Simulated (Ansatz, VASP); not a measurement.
**Ir in VASP and in Ansatz**

The input INCAR:

```
PREC = Accurate ; ENCUT = 520
EDIFF = 1E-6 ; ISMEAR = -1
SIGMA = 0.1 ; LREAL = False
LASPH = True ; NELM = 100
ALGO = Normal ; ISIF = 2
LWAVE = False ; LCHARG = False
GGA = PS ; NBANDS = 10
```

KPOINTS

```
regular mesh
0
Gamma
  19 19 19
```

The input POSCAR:

```
Ir
1.0
    0.0000000000      1.8633175862      1.8633175862
    1.8633175862      0.0000000000      1.8633175862
    1.8633175862      1.8633175862      0.0000000000
Ir
1
Direct
    0.0000000000      0.0000000000      0.0000000000
```

Input for Ansatz:

```yaml
crystal:
  lattice:
    - [0.0, 1.8633175862, 1.8633175862]
    - [1.8633175862, 0.0, 1.8633175862]
    - [1.8633175862, 1.8633175862, 0.0]
  atoms:
    - { symbol: Ir, position: [0.0, 0.0, 0.0] }
kpoints:
  mp_grid: { grid: [19, 19, 19] }
  band_path:
    path:
      - [0.0, 0.0, 0.0]
      - [0.5, 0.0, 0.5]
      - [0.625, 0.25, 0.625]
      - [0.375, 0.375, 0.75]
      - [0.0, 0.0, 0.0]
      - [0.5, 0.5, 0.5]
      - [0.5, 0.25, 0.75]
      - [0.5, 0.0, 0.5]
    npoints: 8
scf:
  occupations: { method: fermi_dirac, width: 0.1 }
hamiltonian:
  xc: pbesol
  pseudopotentials: { kind: paw }
output:
  forces: true
  stress: true
  eigenvalues: true
  populations: true
  dos: { projected: true, de: 0.2, e_range: [-14, 8] }
```

Change from the starting cell: volume scaled by 0.92, PAW files.

Alike in both runs: task single point; functional PBEsol; k mesh 19 × 19 × 19; occupations fermi-dirac, width 0.1 eV; no spin polarisation.

|  | VASP | Ansatz |
| --- | --- | --- |
| version | VASP 6.6.1 | Ansatz 0.2.0 |
| potentials or method | VASP PAW PBE potentials, release 64 (Ir) | PAW with Ansatz's default frozen-core files, scalar-relativistic |
| plane-wave cutoff (eV) | 520 | 420 |
| valence electrons in the cell | 9 | 17 |

VASP gave:

* pressure (GPa): 41.4

**Question.** Estimate Ansatz's values.

**Answer.** Pressure (GPa): 39.5.

The two sets of potentials don't hold the same shells in valence.

Caveats: so large a pressure means that the cell lies far from this level's equilibrium, or that cutoff or potentials fall short (VASP); the potentials were made for another functional, which shifts forces and pressure (VASP). Spin-orbit coupling is left out, which matters for the levels of Ir.
